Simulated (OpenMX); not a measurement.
Crystal: SnSe.

```xyz
8
Lattice="11.4200 0.0000 0.0000 0.0000 4.1900 0.0000 0.0000 0.0000 4.4600" Properties=species:S:1:pos:R:3 pbc="T T T"
Sn   10.0153    3.1425    4.0541
Sn    7.1147    1.0475    1.8241
Sn    4.3053    3.1425    2.6359
Sn    1.4047    1.0475    0.4059
Se    7.3431    3.1425    4.3886
Se    9.7869    1.0475    2.1586
Se    1.6331    3.1425    2.3014
Se    4.0769    1.0475    0.0714
```

Base run:

```yaml
Program: OpenMX 3.8.5
Functional: PBE
Potentials_or_basis: OpenMX 2013 PBE set, Sn7.0-s3p2d2, Se7.0-s3p2d2, grid cutoff 500 Ry
k_mesh: 3 × 7 × 7
Occupations: fermi-dirac, width 0.05 eV
Spin: no spin polarisation
```

Its results: band gap on the k mesh 0.76 eV, indirect (least direct gap 0.81 eV); pressure 3.3 GPa; largest force 0.470 eV/Å.

Question: The run is repeated on the same cell with these changes: functional from PBE to LDA; potentials or basis from OpenMX 2013 PBE set, Sn7.0-s3p2d2, Se7.0-s3p2d2, grid cutoff 500 Ry to OpenMX 2013 LDA set, Sn7.0-s3p2d2, Se7.0-s3p2d2, grid cutoff 500 Ry. What comes out?

Answer: Band gap on the k mesh 0.72 eV, indirect (least direct gap 0.80 eV); pressure -1.1 GPa; largest force 0.296 eV/Å.

Caveats: spin-orbit coupling is left out, which moves the levels of the heavy elements; the mesh misses the band edges, which the band path finds closer together; the basis of atomic orbitals isn't converged, which shifts pressures, moduli and gaps.
